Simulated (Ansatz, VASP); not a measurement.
## Na in VASP and in Ansatz

Contents of INCAR:

```
ALGO     = Normal         # electronic algorithm
EDIFF    = 1E-8           # SCF threshold, eV
ENCUT    = 520            # plane-wave cutoff, eV
GGA      = PS             # functional
ISIF     = 2              # what is computed and relaxed
ISMEAR   = -1             # smearing method
LASPH    = T              # aspherical terms in the spheres
LCHARG   = F              # write CHGCAR
LEFG     = T            
LREAL    = F              # projectors in reciprocal space
LWAVE    = F              # write WAVECAR
NBANDS   = 10             # bands
NELM     = 80             # most SCF steps
PREC     = Accurate       # precision mode
SIGMA    = 0.05           # smearing width, eV
```

The input KPOINTS:

```
k-points
0
Gamma
  12 12 12
```

The input POSCAR:

```
Na
1.0
   -2.1032881624      2.1032881624      2.1032881624
    2.1032881624     -2.1032881624      2.1032881624
    2.1032881624      2.1032881624     -2.1032881624
Na
1
Direct
    0.0000000000      0.0000000000      0.0000000000
```

Input for Ansatz:

```yaml
crystal:
  lattice:
    - [-2.1032881624, 2.1032881624, 2.1032881624]
    - [2.1032881624, -2.1032881624, 2.1032881624]
    - [2.1032881624, 2.1032881624, -2.1032881624]
  atoms:
    - { symbol: Na, position: [0.0, 0.0, 0.0] }
kpoints:
  mp_grid: { grid: [12, 12, 12] }
scf:
  occupations: { method: fermi_dirac, width: 0.05 }
hamiltonian:
  xc: pbesol
  pseudopotentials: { kind: all_electron, datasets: crystal }
output:
  forces: true
  stress: true
  eigenvalues: true
  efg: { contact_densities: true }
```

Change from the starting cell: volume scaled by 0.98, crystal datasets.

Alike in both runs: task electric field gradients; functional PBEsol; k mesh 12 × 12 × 12; occupations fermi-dirac, width 0.05 eV; no spin polarisation.

|  | VASP | Ansatz |
| --- | --- | --- |
| version | VASP 6.6.1 | Ansatz 0.2.0 |
| potentials or method | VASP PAW PBE potentials, release 64 (Na_pv) | all-electron PAW with datasets made for the crystal, scalar-relativistic |
| plane-wave cutoff (eV) | 520 | see its input |

|  | VASP | Ansatz | Ansatz less VASP |
| --- | --- | --- | --- |
| pressure (GPa) | -0.2 | -0.2 | 0.00 |
| Vzz of the field gradient on the site that differs most (V/Å²) | 0.0 | 0.0 | +0.01 |

Ansatz ran all-electron here, so the differences hold the error of VASP's frozen core and of both bases.

Caveats: the PAW data sets were made with another functional, which shifts forces and pressure a little (VASP).
